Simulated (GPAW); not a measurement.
Runs of GPAW 26.7.0 on Se. Symmetry: P3_121, No. 152, trigonal system. The conventional cell has a = 4.366 Å, b = 4.366 Å, c = 4.954 Å, α = 90.00°, β = 90.00°, γ = 120.00°. Around Se (site symmetry 2) lie 2 Se at 2.37 Å. 

| task | level | potentials or basis | cell | k mesh | cutoff (eV) | eigensolver | optimizer | fmax | max steps | target pressure | gap on the mesh (eV) | pressure (GPa) |
| --- | --- | --- | --- | --- | --- | --- | --- | --- | --- | --- | --- | --- |
| relaxation of cell and atoms | BLYP+D3(BJ) | PAW data sets generated in the run's folder for this functional, pw | relaxed to -1 GPa | 5 × 5 × 4 | 600 | davidson | LBFGS | 0.02 eV/Å | 60 | -1 GPa | (b) | -1.0 |
| one-shot levels of the hybrid HSE06 | LDA | the program's PAW data sets (release 1.2.1) made for this functional, pw | as given | 4 × 4 × 4 | 500 | - | - | - | - | - | 1.08 | -1.3 |
| relaxation of cell and atoms | RPBE+D3 | the program's PAW data sets (release 1.2.1) made for this functional, pw | relaxed | 5 × 5 × 4 | 600 | - | BFGS | 0.02 eV/Å | 60 | - | (a) | 0.0 |
| band structure | GLLB-SC | the program's PAW data sets (release 1.2.1) made for this functional, pw | as given | 5 × 5 × 4 | 600 | - | - | - | - | - | 1.72 | - |

Alike in all rows: no spin polarisation; smearing fermi-dirac 0.05 eV.

Q: Estimate the missing entries.

A: (a) 1.21; (b) 0.99.

Caveats: an odd mesh through Γ misses points on the zone boundary, where band edges often lie (some runs); later steps reuse the first step's grids (some runs); the cutoff is short for stress and forces, so pressures can be off by a GPa or more (some runs); energy and the plain gap are those of the semilocal run (some runs); the hybrids' values are one shot on its orbitals and mesh (some runs); the GLLB-SC gap is the Kohn-Sham gap of the path plus the derivative discontinuity (some runs); a model potential gives levels but no total energy (some runs).

A k mesh can miss the band edges, and the runs leave out spin-orbit coupling on Se.
